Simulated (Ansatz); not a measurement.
## Tetragonal deformation path in TePb

These are results of DFT PBE, scalar-relativistic, plane waves, PAW in Ansatz 0.2.0, not measurements. Cutoff 420 eV, Γ-centred 8×8×8 k-points, Gaussian smearing of 0.05 eV. Spin–orbit coupling is left out, which matters for the heavy elements here. No spin polarisation. Energies are free energies at this smearing, counted from the undisturbed cell; pressure is positive in compression.

Zero of the scan (as given, not relaxed at this level; it stands at 2.3 GPa):

```
CELL_PARAMETERS angstrom
0.00000 3.22700 3.22700
3.22700 0.00000 3.22700
3.22700 3.22700 0.00000
ATOMIC_POSITIONS crystal
Te 0.50000 0.50000 0.50000
Pb 0.00000 0.00000 0.00000
```

At fixed volume and fractional coordinates, lengths along (0.000, 0.000, 1.000) are scaled against those across it; ρ is that ratio over its starting value.

```csv
ρ,ΔE (meV/atom),pressure (GPa),gap on the mesh (eV)
0.650,2001.3,25.9,0.00
0.707,1254.2,16.7,0.00
0.780,638.4,9.5,0.00
0.850,278.9,6.1,0.00
0.920,67.4,3.4,0.38
0.960,15.3,2.6,0.64
1.000,0.0,2.3,0.72
1.050,19.6,2.6,0.61
1.100,70.9,3.5,0.36
1.200,233.9,6.3,0.12
1.300,438.9,9.7,0.00
1.414,706.3,13.4,0.00
1.500,919.8,16.2,0.00
```

Where the gap reads zero the k-mesh, chosen for the insulator, is on the coarse side.